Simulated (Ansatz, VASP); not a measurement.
## NaH6: VASP beside Ansatz

```
Na H
1.0
     3.64690    0.00000    0.00000
     0.00000    3.64690    0.00000
     0.00000    0.00000    3.64690
Na H
1 6
Direct
  0.50000 0.50000 0.50000
  0.00000 0.50000 0.50000
  0.50000 0.00000 0.50000
  0.50000 0.50000 0.00000
  0.50000 0.00000 0.00000
  0.00000 0.50000 0.00000
  0.00000 0.00000 0.50000
```

Alike in both runs: functional PBE; k mesh 6 × 6 × 6; occupations gaussian, width 0.1 eV; no spin polarisation.

Ansatz relaxed the structure, and its values are those at the end. VASP's run is a single point on that final structure, the one shown.

|  | VASP | Ansatz |
| --- | --- | --- |
| version | VASP 6.6.1 | Ansatz 0.2.0 |
| potentials or method | VASP PAW PBE potentials, release 64 (Na_pv, H) | scalar-relativistic, plane waves, PAW |
| plane-wave cutoff (eV) | 520 | 420 |
| valence electrons in the cell | 13 | 15 |

```csv
,VASP,Ansatz,Ansatz less VASP
gap on the k mesh at the Fermi level (eV),none,none,-
pressure (GPa),0.1,0.1,+0.01
```

A gap of «none» marks a metal or a gap that the smearing closes. The functional is the same, so the differences come from potentials, cutoffs and numerics. The two sets of potentials don't hold the same shells in valence.
